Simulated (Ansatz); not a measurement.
System: SrO (rock salt type), 2 atoms in the cell.

The calculation used PBE, all-electron LAPW, point nucleus (Ansatz).

k-mesh 8×8×8 Γ-centred; Fermi–Dirac smearing of 0.1 eV; no spin polarisation.

```xyz
2
Lattice="0.0000 2.6000 2.6000 2.6000 0.0000 2.6000 2.6000 2.6000 0.0000" Properties=species:S:1:pos:R:3 pbc="T T T"
Sr    0.0000    0.0000    0.0000
O     2.6000    2.6000    2.6000
```

**Question.** Would the cell expand or shrink if it were free to relax?

**Answer.** The pressure is -0.25 GPa, so at these settings the cell is stretched and would shrink.
